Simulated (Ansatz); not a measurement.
Zn:

```
CELL_PARAMETERS angstrom
0.00000 1.96478 1.96478
1.96478 0.00000 1.96478
1.96478 1.96478 0.00000
ATOMIC_POSITIONS crystal
Zn 0.00000 0.00000 0.00000
```

This isn't the form of Zn at room conditions, which is hcp.

```yaml
Program: Ansatz 0.2.0
Task: relaxation of cell and atoms
Functional: PBEsol0
Potentials_or_basis: Ansatz PAW
Cutoff: "420 eV (not typed: the program's choice for these potentials)"
k_mesh: 6 × 6 × 6
Occupations: fermi-dirac, width 0.05 eV
Spin: no spin polarisation
```

At the start: volume 15.17 Å³/atom.

**Question.** Where does the relaxation end?

**Answer.** It ends after 5 steps and the volume is 14.33 Å³/atom (-5.5 %); space group Fm-3m (No. 225, to 0.05 Å).

The path:
| step | energy change (eV) | largest force (eV/Å) | volume (Å³) |
| --- | --- | --- | --- |
| 1 | 0.0000 | 0.0000 | 15.17 |
| 2 | -0.0123 | 0.0000 | 14.51 |
| 3 | -0.0131 | 0.0000 | 14.31 |
| 4 | -0.0131 | 0.0000 | 14.33 |
| 5 | -0.0123 | 0.0000 | 14.33 |

Final structure:
```
Zn
1.0
     0.00000    1.92785    1.92785
     1.92785    0.00000    1.92785
     1.92785    1.92785    0.00000
Zn
1
Cartesian
  0.0000 0.0000 0.0000
```

Caveat: the k mesh is coarse (spacing up to 0.46 Å⁻¹), so the values aren't converged, least of all with exact exchange; the plane-wave basis is chosen anew once the cell has moved, so the energies of steps on either side of that aren't comparable; the PAW data sets come from PBE, with cores solved anew for the run's functional, which leaves a small shift of forces and pressure.
